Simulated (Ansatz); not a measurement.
A 2-atom cell of InP started from a crystallographic database, relaxed with r2SCAN, was run in the plane-wave code Ansatz under altered settings. All numbers are computed, without spin polarisation but where a row says otherwise.

```yaml
crystal:
  lattice:
    - [0.00000, 2.95381, 2.95381]
    - [2.95381, 0.00000, 2.95381]
    - [2.95381, 2.95381, 0.00000]
  atoms:
    - { symbol: In, position: [0.00000, 0.00000, 0.00000] }
    - { symbol: P, position: [0.25000, 0.25000, 0.25000] }
```

The base run's other keys:
```yaml
kpoints:
  mp_grid: { grid: [4, 4, 4] }
hamiltonian:
  xc: hse06
scf:
  occupations: { method: fixed }
  n_extra_bands: 4
```

It takes 12 iterations with 965 plane waves at 420 eV and 8 k points, and leaves a mean stress of -0.03 GPa. The gap over this mesh is 1.392 eV. It ran on 4 threads of Arm Neoverse N1, on a shared host.

Outcomes, with energy and stress as changes against the base:
```
                                    setting    outcome  ΔF (meV/atom)  Δ mean stress (GPa)  gap on the mesh (eV)  iterations  wall time
                       hamiltonian.xc: pbe0  converged              –                 -0.2                 2.051          12      9.2 s
     PBE hybrid, exx coeff 0.05, unscreened  converged              –                 +1.4                 0.855           9      8.1 s
PBE hybrid, exx coeff 1.0, omega 0.2078 1/Å  converged              –                 -4.3                 4.362          19       12 s
   PBE hybrid, exx coeff 0.2, omega 0.3 1/Å  converged              –                 +0.5                 1.081          11      9.3 s
                              accuracy: low  converged            0.0                  0.0                 1.392          12      9.4 s
```
A dash marks a value that wasn't obtained or can't be compared. Stress is positive in compression. The base took 9.2 s.

- hamiltonian.xc: pbe0. The mean stress moves by -0.2 GPa and the gap on the mesh by +0.660 eV (to 2.051). It's another functional on the same cell, so totals aren't comparable.
- PBE hybrid, exx coeff 0.05, unscreened. That is 5 % exact exchange, at all ranges, against HSE06's 25 % screened at 0.208 1/Å. The mean stress moves by +1.4 GPa and the gap on the mesh by -0.536 eV (to 0.855). Totals of different functionals aren't comparable.
- PBE hybrid, exx coeff 1.0, omega 0.2078 1/Å. That is 100 % exact exchange, screened with ω = 0.2078 1/Å, against HSE06's 25 % screened at 0.208 1/Å. The mean stress moves by -4.3 GPa and the gap on the mesh by +2.970 eV (to 4.362). Totals of different functionals aren't comparable.
- PBE hybrid, exx coeff 0.2, omega 0.3 1/Å. That is 20 % exact exchange, screened with ω = 0.3 1/Å, against HSE06's 25 % screened at 0.208 1/Å. The mean stress moves by +0.5 GPa and the gap on the mesh by -0.311 eV (to 1.081). Totals of different functionals aren't comparable.

Within 1 meV an atom, 0.1 GPa and 0.005 eV of the base stay: accuracy: low.

Spin-orbit coupling is left out, which matters wherever the heavy atoms make up the band edges.

The program warns that its thresholds are loose for a hybrid's stress.

The meshes of the hybrids are coarse, so their gaps aren't converged to the digits shown.
